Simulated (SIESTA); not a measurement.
Runs of SIESTA 5.4.2 on MgB2. Symmetry: P6/mmm, No. 191, hexagonal system. Conventional cell: a = 3.085 Å, b = 3.085 Å, c = 3.523 Å, α = 90.00°, β = 90.00°, γ = 120.00°. Mg (site symmetry 6/mmm) is surrounded by 12 B at 2.51 Å. Around B (site symmetry -6m2) lie 3 B at 1.78 Å. 

```csv
potentials or basis,gap on the mesh (eV),pressure (GPa)
"PseudoDojo 0.4 standard (PBE files), TZDP (energy shift 0.003 Ry; two zetas on semicore shells)",none,0.6
"PseudoDojo 0.4 standard (PBE files), DZDP (energy shift 0.003 Ry; two zetas on semicore shells)",none,1.5
"PseudoDojo 0.4 standard (PBE files), TZP (energy shift 0.003 Ry; two zetas on semicore shells)",none,(a)
"PseudoDojo 0.4 standard (PBE files), SZP (energy shift 0.003 Ry)",none,6.1
"PseudoDojo 0.4 standard (PBE files), DZP (energy shift 0.003 Ry; two zetas on semicore shells)",none,(b)
```

Alike in all rows: task single point; level PBE; no spin polarisation; cell as given; k mesh 10 × 10 × 8; smearing fermi-dirac 0.05 eV; grid cutoff 800 Ry; energy shift 0.003 Ry.

Task: Fill in the values left out.

Result: (a) 2.2; (b) 4.1.

Caveats: the basis of atomic orbitals isn't converged, which shifts pressures, moduli and gaps.

A gap of «none» marks a metal or a gap under the smearing width.
